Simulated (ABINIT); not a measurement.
The system is TiTe2.

```
Te Ti
1.0
     3.77700    0.00000    0.00000
    -1.88850    3.27098    0.00000
     0.00000    0.00000    6.49800
Te Ti
2 1
Direct
  0.33333 0.66667 0.73720
  0.66667 0.33333 0.26280
  0.00000 0.00000 0.00000
```

Base run:

```yaml
Program: ABINIT 10.8.3 (patched build)
Functional: LDA
Potentials_or_basis: PseudoDojo NC SR LDA v0.4.1 standard
Cutoff: 1143 eV
k_mesh: 6 × 6 × 3
Occupations: fermi-dirac, width 0.05 eV
Spin: no spin polarisation
```

Its results: band gap on the k mesh none (metal or under the smearing width); pressure -4.1 GPa; largest force 0.369 eV/Å.

Q: The run is repeated on the same cell with these changes: functional from LDA to PBE; potentials or basis from PseudoDojo NC SR LDA v0.4.1 standard to SG15 NC PBE v1.2; cutoff from 1143 eV to 707 eV. What comes out?

A: Band gap on the k mesh none (metal or under the smearing width); pressure 0.8 GPa; largest force 0.024 eV/Å.

Caveats: this functional lacks dispersion, which binds the layers, so the pressure and a relaxed spacing across them are unreliable (some runs).
